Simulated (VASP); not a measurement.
Here is a VASP 6.6.1 calculation.

The input INCAR:

```
SYSTEM = CuAu
PREC = Accurate
ENCUT = 520
EDIFF = 1E-6
ISMEAR = -1
SIGMA = 0.05
LREAL = .False.
LASPH = .True.
NELM = 100
ALGO = Fast
ISIF = 2
LWAVE = .False.
LCHARG = .False.
GGA = PS
NBANDS = 18
```

KPOINTS

```
Automatic mesh
0
Gamma
  8 8 6
  0 0 0
```

Contents of POSCAR:

```
CuAu
1.0
    2.9018295668      0.0000001124     -0.0000095871
    0.0000001124      2.9017109367     -0.0000028338
   -0.0000125691     -0.0000037153      3.3722969062
Cu Au
1 1
Direct
    0.5045579966      0.5028852428      0.4923717289
    0.0045580334      0.0028850372     -0.0076281989
```

Potentials or basis: VASP PAW PBE potentials, release 64 (Cu, Au).

The run is started by

```bash
$ cat potpaw_PBE.64/Cu/POTCAR potpaw_PBE.64/Au/POTCAR > POTCAR
$ mpirun -np 1 vasp_std > vasp.out
```

(1) Predict the pressure.

(2) Estimate the band gap on the k mesh.

## Answers

(1) 0.2 GPa.

(2) none (metal or under the smearing width).

Caveat: the PAW data sets were made with another functional, which shifts forces and pressure a little.
